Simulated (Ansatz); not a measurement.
Crystal: Co.

```
Co
1.0
     2.47056    0.00000    0.00000
    -1.23528    2.13957    0.00000
     0.00000    0.00000    8.08823
Co
4
Cartesian
  1.2353 0.7132 6.0662
  0.0000 0.0000 4.0441
  0.0000 1.4264 2.0221
  0.0000 0.0000 0.0000
```

- Program: Ansatz 0.2.0
- Task: relaxation of cell and atoms
- Functional: PBE
- Potentials or basis: Ansatz PAW
- Cutoff: 420 eV (not typed: the program's choice for these potentials)
- k mesh: 12 × 12 × 4
- Occupations: fermi-dirac, width 0.05 eV
- Spin: collinear spin, ferromagnetic start
- Starting moments: [2.0, 2.0, 2.0, 2.0] μB

At the start: volume 10.69 Å³/atom.

How do energy, volume and symmetry change on relaxing?

It ends after 7 steps and the volume is 10.92 Å³/atom (+2.1 %); space group P6_3/mmc (No. 194, to 0.05 Å); moment 6.67 μB per cell.

The path:
```csv
step,energy change (eV),largest force (eV/Å),volume (Å³)
1,0.0000,0.0000,42.75
2,-0.0124,0.0000,43.23
3,-0.0160,0.0000,43.64
4,-0.0160,0.0000,43.65
5,-0.0172,0.0000,43.65
6,-0.0172,0.0000,43.66
7,-0.0172,0.0000,43.66
```

Final structure:
```
Co
1.0
     2.49808    0.00000    0.00000
    -1.24904    2.16340    0.00000
     0.00000    0.00000    8.07879
Co
4
Direct
  0.66667 0.33333 0.75000
  0.00000 0.00000 0.50000
  0.33333 0.66667 0.25000
  0.00000 0.00000 0.00000
```

Caveat: the plane-wave basis is chosen anew once the cell has moved, so the energies of steps on either side of that aren't comparable.
